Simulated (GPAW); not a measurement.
# Sn (P-1) in GPAW: notebook, part 2 of 2

GPAW 26.7.0. The steps go on from the part before.

### 3 Single point, SOGGA (cell sheared at random, sigma 0.01, atoms nudged by 0.01 Å)

Input file run.py:

```python
from ase import Atoms
from ase.dft.bandgap import bandgap
from ase.io import write
from ase.units import GPa
from gpaw import GPAW, PW, setup_paths

setup_paths.insert(0, '.')

atoms = Atoms(['Sn'],
              cell=[[-1.89113827, 1.89779276, 1.87320021],
                    [1.8971113, -1.92153722, 1.90291771],
                    [1.88324499, 1.91364394, -1.89694467]],
              scaled_positions=[[0.0, 0.0, 0.0]],
              pbc=True)

calc = GPAW(mode=PW(600),
            xc='GGA_X_SOGGA+GGA_C_PBE_SOL',
            kpts={'size': (10, 10, 10), 'gamma': True},
            occupations={'name': 'fermi-dirac', 'width': 0.05},
            nbands=14,
            convergence={'density': 1e-05, 'energy': 1e-05},
            maxiter=150,
            txt='gpaw.txt')
atoms.calc = calc
energy = atoms.get_potential_energy()
forces = atoms.get_forces()
stress = atoms.get_stress()
calc.write('gs.gpw')
write('result.traj', atoms)
print(f'Energy: {energy:.6f} eV')
print('Forces (eV/A):')
print(forces.round(4))
print('Stress (GPa):', (stress / GPa).round(3))
print('Fermi level:', round(calc.get_fermi_level(), 4), 'eV')
print(f'Gap: {bandgap(calc)[0]:.4f} eV, direct: {bandgap(calc, direct=True)[0]:.4f} eV')
```

Potentials or basis: PAW data sets generated in the run's folder for this functional, pw.

Command:

```sh
$ gpaw-setup -f GGA_X_SOGGA+GGA_C_PBE_SOL Sn
$ OMP_NUM_THREADS=1 python run.py
```

gpaw.txt:

```text
__  _  _
 | _ |_)|_||  |
 |__||  | ||/\| - 26.7.0

Input parameters:
  mode=PW(ecut=600.0),
  convergence={'density': 1e-05, 'energy': 1e-05},
  kpts=MonkhorstPack(size=(10, 10, 10), gamma=True),
  maxiter=150,
  nbands=14,
  occupations=Occupations(name='fermi-dirac', width=0.05),
  xc=XC(name='GGA_X_SOGGA+GGA_C_PBE_SOL')

Diagonalizing LCAO Hamiltonian
Converting LCAO to pw mode

       Sn

Atoms  # Å, Bohr magnetons
|   | symbol |        x |        y |        z |    initial magnetic moments |
|---|--------|----------|----------|----------|-----------------------------|
| 0 |     Sn | 0.000000 | 0.000000 | 0.000000 | ( 0.0000,  0.0000,  0.0000) |

Unit cell  # Å
| periodic |         x |         y |         z |  lengths |     angles |
|----------|-----------|-----------|-----------|----------|------------|
|      yes | -1.891138 |  1.897793 |  1.873200 | 3.269082 | 109.999645 |
|      yes |  1.897111 | -1.921537 |  1.902918 | 3.303397 | 108.911593 |
|      yes |  1.883245 |  1.913644 | -1.896945 | 3.287407 | 109.866420 |

Number of symmetries: 2
Symmetry operations  # r_c * U_cc + t_c -> r_c
|   | kind |            matrix            |
|---|------|------------------------------|
| 0 |  E   |  1, 0, 0,  0, 1, 0,  0, 0, 1 |
| 1 |  i   | -1, 0, 0,  0,-1, 0,  0, 0,-1 |

BZ-sampling:
  Number of BZ points: 1000
  Number of IBZ points: 504

  Monkhorst-Pack size: [10, 10, 10]
  Monkhorst-Pack shift: [0.05, 0.05, 0.05]

K-points  # in reciprocal-cell coordinates
|     |                                coordinates |     weight |
|-----|--------------------------------------------|------------|
|   0 | (  0.00000000,   0.00000000,   0.00000000) | 0.00100000 |
|   1 | (  0.00000000,   0.00000000,   0.10000000) | 0.00200000 |
|   2 | (  0.00000000,   0.00000000,   0.20000000) | 0.00200000 |
|   3 | (  0.00000000,   0.00000000,   0.30000000) | 0.00200000 |
|   4 | (  0.00000000,   0.00000000,   0.40000000) | 0.00200000 |
|   5 | (  0.00000000,   0.00000000,   0.50000000) | 0.00100000 |
|   6 | (  0.00000000,   0.10000000,  -0.40000000) | 0.00200000 |
|   7 | (  0.00000000,   0.10000000,  -0.30000000) | 0.00200000 |
|   8 | (  0.00000000,   0.10000000,  -0.20000000) | 0.00200000 |
|   9 | (  0.00000000,   0.10000000,  -0.10000000) | 0.00200000 |
| ... |                                            |            |
| 503 | (  0.50000000,   0.50000000,   0.50000000) | 0.00100000 |

Plane wave coefficients: 937
Cutoff: 600.0 eV

Spin-components: 1 (collinear spins)
Bands:           14
Projectors:      6
Spin-degeneracy: 2
Datatype:        complex128

Parallelization:
  kpt:    1
  domain: 1
  band:   1

Density:
  Valence electrons: 14.0
  Components: 1
  Grid points: [20 20 20]
  Charge: 0.0  # |e|

Potential:
  Grid points: [20 20 20]

species:
  Sn:
    name:    Tin
    Z:       50.0
    valence: 14
    core:    36
    charge:  0.0  # [|e|]
    compensation charges:
      type: gauss
      rc: 0.38  # [Å]
      lmax: 2
    cutoffs:
      filter: 2.23  # [Å]
      core: 2.35  # [Å]
    projectors
    | kind |    occ | energy [eV] | rcut [Å] |
    |------|--------|-------------|----------|
    |   5s |  2.000 |     -10.596 |    1.201 |
    |   5p |  2.000 |      -3.722 |    1.270 |
    |   4d | 10.000 |     -25.809 |    1.185 |
    |    s |        |      16.615 |    1.201 |
    |    p |        |      23.489 |    1.270 |
    |    d |        |       1.403 |    1.185 |

    Using partial waves for Sn as LCAO basis

Reference energy: -167935.345952  # eV

eigensolver:
  PPCG
  Converge bands: occupied
  niter=2

density mixing:
  MSR1-Mixer
  Pratt-step length: 0.05
  Maximum mixing coefficient: 0.75
  Old densities: 10
  SVD Regularization: 0.005
  Good broyden scale: 1.0
  Trust region scale: 1.0
  Backstep threshold: 4.0
  History deletion threshold: 6.0
  Fourier metric: weight=20.0, sigma=0.015

occupation numbers:
  Fermi-Dirac:
    width: 0.0500  # eV

poisson solver:
  ecut: 4800.0  # eV

xc functional:
  name: GGA_X_SOGGA+GGA_C_PBE_SOL with 2 nearest neighbor stencil

convergence criteria:
- Maximum integral of absolute [dens]ity change: 1e-05 electrons / valence electron
- Maximum [total energy] change in last 3 cyles: 1e-05 eV / valence electron
- Maximum integral of absolute [eigenst]ate change: 4e-08 eV^2 / valence electron
maximum number of iterations: 150

SCF iterations
|iter     | |      energy | eigst |  dens |
|---------|-|-------------|-------|-------|
|iter:   1| |   -4.470863 | -0.14 |       |
|iter:   2| |   -4.469490 | -2.71 | -1.74 |
|iter:   3| |   -4.455205 | -2.87 | -1.76 |
|iter:   4| |   -4.455165 | -3.94 | -2.33 |
|iter:   5| |   -4.455227c| -5.11 | -2.96 |
|iter:   6| |   -4.455233c| -6.35 | -3.83 |
|iter:   7| |   -4.455233c| -7.60c| -4.54 |
|iter:   8| |   -4.455233c| -8.17c| -5.18c|

Converged in 8 steps
Energy contributions relative to reference atoms: (reference = -167935.345952)

Energy contributions:
  Kinetic:           2.790579
  Coulomb:          -2.826623
  Zero:             -0.006090
  External:          0.000000
  Xc:               -4.409477
  Entropy:          -0.007244
  Spinorbit:         0.000000
  ----------------------------
  Free energy:      -4.458855
  Extrapolated:     -4.455233

dipole moment: (-6.410734, -6.413047, -6.376649)  # |e|*Ang

Fermi level: 7.010
Eigenvalues  # (at kpt = [0.000, 0.000, 0.000])
| band index |      eig [eV] | occ [0-2] |
|------------|---------------|-----------|
|          0 |       -14.409 |     2.000 |
|          1 |       -14.404 |     2.000 |
|          2 |       -14.395 |     2.000 |
|          3 |       -14.266 |     2.000 |
|          4 |       -14.261 |     2.000 |
|          5 |        -4.025 |     2.000 |
|          6 |        14.833 |     0.000 |
|          7 |        15.002 |     0.000 |
|          8 |        15.085 |     0.000 |
|          9 |        19.166 |     0.000 |
|         10 |        19.299 |     0.000 |
|         11 |        19.388 |     0.000 |
|         12 |        19.671 |     0.000 |
|         13 |        19.689 |     0.000 |

No gap
No difference between direct/indirect transitions

Forces  # eV/Ang
|       x |       y |       z |
|---------|---------|---------|
| 0.00000 | 0.00000 | 0.00000 |  # Sn   0

Stress tensor  # eV/Ang^3
|         x |        y |         z |
|-----------|----------|-----------|
|  0.016459 | 0.000649 | -0.000476 |
|  0.000649 | 0.013314 |  0.000920 |
| -0.000476 | 0.000920 |  0.016839 |

# Writing to gs.gpw (mode='')
```

It took 65 s on 1 thread of AMD EPYC 7R43 (Zen 3), shared host; peak memory 0.3 GiB.

What came out:

| Quantity | Value |
| --- | --- |
| Free energy | -4.4589 eV |
| Pressure | -2.5 GPa |
| Band gap on the k mesh | none (metal or under the smearing width) |

Levels at points of the mesh, in eV from the Fermi level:
```tsv
k point	band 3	band 4	band 5	band 6	band 7	band 8	band 9	band 10
(0.00, 0.00, 0.00)	-21.41	-21.28	-21.27	-11.03	7.82	7.99	8.08	12.16
(0.00, 0.00, 0.50)	-21.28	-21.28	-21.19	-6.36	-4.38	3.63	5.52	7.95
(0.00, 0.50, 0.00)	-21.28	-21.28	-21.19	-6.35	-4.37	3.58	5.38	7.90
(0.00, 0.50, 0.50)	-21.28	-21.28	-21.19	-6.48	-4.42	3.75	5.55	8.12
(0.50, 0.00, 0.00)	-21.28	-21.28	-21.19	-6.28	-4.36	3.56	5.46	7.92
(0.50, 0.00, 0.50)	-21.28	-21.28	-21.19	-6.30	-4.36	3.52	5.37	7.81
(0.50, 0.50, 0.00)	-21.28	-21.28	-21.19	-6.42	-4.40	3.70	5.54	8.04
(0.50, 0.50, 0.50)	-21.22	-21.21	-21.21	-2.44	-0.57	-0.41	-0.35	3.85
```

### 4 Relaxation of cell and atoms, PBEsol (cell sheared at random, sigma 0.01, atoms nudged by 0.01 Å)

Input file run.py:

```python
from ase.filters import FrechetCellFilter
from ase.io import read, write
from ase.optimize import LBFGS
from ase.units import Bohr
from gpaw import GPAW, PW, setup_paths
from gpaw.elf import elf_from_dft_calculation

setup_paths.insert(0, '.')

atoms = read('POSCAR')

calc = GPAW(mode=PW(600),
            xc='PBEsol',
            kpts={'size': (9, 8, 8), 'gamma': True},
            occupations={'name': 'fermi-dirac', 'width': 0.05},
            nbands=14,
            convergence={'density': 1e-05, 'energy': 1e-05},
            maxiter=150,
            txt='gpaw.txt')
atoms.calc = calc
opt = LBFGS(FrechetCellFilter(atoms), trajectory='relax.traj', logfile='-')
done = opt.run(fmax=0.01, steps=100)
calc.write('gs.gpw')
write('result.traj', atoms)
print('Converged:', done)
print('Cell:', atoms.cell.cellpar().round(4))
print('Volume:', round(atoms.get_volume(), 4))
print(atoms.get_scaled_positions().round(5))

# fields on the real-space grid
write('density.cube', atoms, data=calc.get_pseudo_density() * Bohr**3)
write('potential.cube', atoms, data=calc.get_electrostatic_potential())
write('elf.cube', atoms, data=elf_from_dft_calculation(calc).data)
```

Input file POSCAR:

```
Sn
1.0
   -1.8911382700      1.8977927600      1.8732002100
    1.8971113000     -1.9215372200      1.9029177100
    1.8832449900      1.9136439400     -1.8969446700
Sn
1
Direct
    0.0000000000      0.0000000000      0.0000000000
```

Command:

```sh
$ gpaw-setup -f PBEsol Sn
$ OMP_NUM_THREADS=1 python run.py
```

Wall time 7.9 min (1 thread of AMD EPYC 7R43 (Zen 3), shared host); peak memory 0.35 GiB.

It converged, with:

| Property | Result |
| --- | --- |
| Free energy | -4.4569 eV |
| Relaxed volume | 25.96 Å³/atom |
| Relaxed cell | a = 3.174 Å, b = 3.251 Å, c = 3.252 Å, α = 115.94°, β = 105.71°, γ = 105.65° |
| Space group after relaxing (to 0.05 Å) | C2/m (No. 12) |
| Energy gained by relaxing | 30.7 meV/atom |
| Ionic steps | 14 |
| Pressure after relaxing | 0.0 GPa |
| Band gap on the k mesh | none (metal or under the smearing width) |

The path:
| step | energy change (eV) | largest force (eV/Å) | pressure (GPa) | volume (Å³) |
| --- | --- | --- | --- | --- |
| 1 | 0.0000 | 0.0000 | -2.15 | 27.20 |
| 2 | -0.0084 | 0.0000 | -1.42 | 26.78 |
| 3 | -0.0185 | 0.0000 | 1.42 | 25.48 |
| 4 | -0.0209 | 0.0000 | 0.46 | 25.86 |
| 5 | -0.0226 | 0.0000 | 0.10 | 26.00 |
| 6 | -0.0244 | 0.0000 | -0.37 | 26.18 |
| 7 | -0.0248 | 0.0000 | -0.25 | 26.11 |
| 8 | -0.0264 | 0.0000 | 1.27 | 25.47 |
| 9 | -0.0281 | 0.0000 | 0.29 | 25.85 |
| 10 | -0.0296 | 0.0000 | 0.31 | 25.83 |
| 11 | -0.0303 | 0.0000 | 0.22 | 25.86 |
| 12 | -0.0306 | 0.0000 | 0.10 | 25.91 |
| 13 | -0.0307 | 0.0000 | 0.03 | 25.94 |
| 14 | -0.0307 | 0.0000 | 0.00 | 25.96 |

Final structure:
```
CELL_PARAMETERS angstrom
-1.67448 1.90607 1.90676
1.72287 -1.92366 1.97562
1.72526 1.97399 -1.92352
ATOMIC_POSITIONS crystal
Sn 0.00000 0.00000 0.00000
```

Levels at points of the mesh, in eV from the Fermi level:
```
           k point  band 4  band 5  band 6  band 7  band 8  band 9  band 10
(0.00, 0.00, 0.00)  -21.35  -21.28  -11.41    7.64    7.92    9.07    11.51
(0.00, 0.00, 0.50)  -21.27  -21.22   -6.32   -4.59    3.48    5.12     7.54
(0.00, 0.50, 0.00)  -21.27  -21.22   -6.32   -4.59    3.49    5.13     7.55
(0.00, 0.50, 0.50)  -21.32  -21.22   -7.06   -4.87    4.91    7.29     9.20
```

Caveat: later steps reuse the first step's grids.

### 5 The runs side by side

| task | level | potentials or basis | cell | k mesh | cutoff (eV) | optimizer | fmax | max steps | grid spacing | gap on the mesh (eV) | pressure (GPa) |
| --- | --- | --- | --- | --- | --- | --- | --- | --- | --- | --- | --- |
| single point | PBE | GPAW PAW data sets (gpaw-data 1.2.1), lcao:dzp | cell sheared at random, sigma 0.01, atoms nudged by 0.01 Å | 7 × 7 × 7 | - | - | - | - | 0.16 Å | none | - |
| single point | SOGGA | PAW data sets generated in the run's folder for this functional, pw | cell sheared at random, sigma 0.01, atoms nudged by 0.01 Å | 10 × 10 × 10 | 600 | - | - | - | - | none | -2.5 |
| relaxation of cell and atoms | PBEsol | PAW data sets generated in the run's folder for this functional, pw | relaxed from: cell sheared at random, sigma 0.01, atoms nudged by 0.01 Å | 9 × 8 × 8 | 600 | LBFGS | 0.01 eV/Å | 100 | - | none | 0.0 |

Alike in all rows: no spin polarisation; smearing fermi-dirac 0.05 eV.

Caveats: the real-space grid adds noise to forces (some runs); the basis of atomic orbitals isn't converged, which shifts pressures, moduli and gaps (some runs); later steps reuse the first step's grids (some runs).

Total energies depend on the potentials used, so only differences within one code and one set of settings carry meaning.
